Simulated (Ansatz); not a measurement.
**EuS (Fm-3m): seeking the equilibrium cell**

Where does the pressure of EuS (Fm-3m) vanish?

The COD entry's cell or inner coordinates are ideal or old and differ from later refinements, so a difference from it is no clean test against experiment.

Method: DFT PBE+U (U_eff = 6 eV on Eu 4f), scalar-relativistic, plane waves, PAW, in Ansatz 0.2.0.

### Step 1. The structure to begin with

The structure is cubic, space group Fm-3m (No. 225). The conventional cell has a = 5.957 Å, b = 5.957 Å, c = 5.957 Å, α = 90.00°, β = 90.00°, γ = 90.00°. Eu (site symmetry m-3m) has 6 S at 2.98 Å as nearest neighbours. S (site symmetry m-3m) is surrounded by 6 Eu at 2.98 Å.

Structure file:

```
CELL_PARAMETERS angstrom
0.00000 2.97850 2.97850
2.97850 0.00000 2.97850
2.97850 2.97850 0.00000
ATOMIC_POSITIONS crystal
Eu 0.00000 0.00000 0.00000
S 0.50000 0.50000 0.50000
```

The moments start at Eu 7.00 μB.

### Step 2. First run, at the start cell

input.yaml reads:

```yaml
crystal:
  lattice:
    - [0.0, 2.9785, 2.9785]
    - [2.9785, 0.0, 2.9785]
    - [2.9785, 2.9785, 0.0]
  atoms:
    - { symbol: Eu, position: [0.0, 0.0, 0.0], spin: 7.0 }
    - { symbol: S, position: [0.5, 0.5, 0.5] }
basis:
  ecutwfc: 420
  ecutrho_ratio: 4
kpoints:
  mp_grid: { grid: [4, 4, 4] }
hamiltonian:
  xc: pbe
  hubbard: { sites: [{ species: Eu, l: f, u_eff: 6.0 }] }
scf:
  occupations: { method: gaussian, width: 0.05 }
output:
  forces: true
  stress: true
  eigenvalues: true
  populations: true
  hubbard: { sites: [{ species: Eu, l: f }] }
magnetization:
  spin_polarized: true
```

On the command line:

```sh
ansatz run input.yaml --threads 4 --pin off --max-ram 10240MiB --backend cpu --events-out ev --progress --plain --runs-dir out
```

The runs that follow: The same volume, run 2; Volume adjusted, run 3; Next volume, run 4.

Q: Predict the outcome of this session. Wanted: volume; pressure; conventional cell; gap on the mesh; moments in the spheres.

The runs gave:

| quantity | value |
| --- | --- |
| volume | 26.815 Å³/atom |
| pressure | 0.00 GPa |
| conventional cell | a = 5.986 Å, b = 5.986 Å, c = 5.986 Å, α = 90.00°, β = 90.00°, γ = 90.00° |
| gap on the mesh | 0.78 eV |
| moments in the spheres | Eu 6.87; S -0.06 μB |

What this shows: The volume went from 26.42 to 26.81 Å³/atom (+1.5 %), where 0.00 GPa is left. Only the order of the starting moments is followed; others weren't tried in this session. With a Hubbard U or exact exchange the result depends on the state in which the open shell ends, and a lower one can't be excluded. Spin–orbit coupling is left out, though the cell holds Eu; it splits the 4f levels.
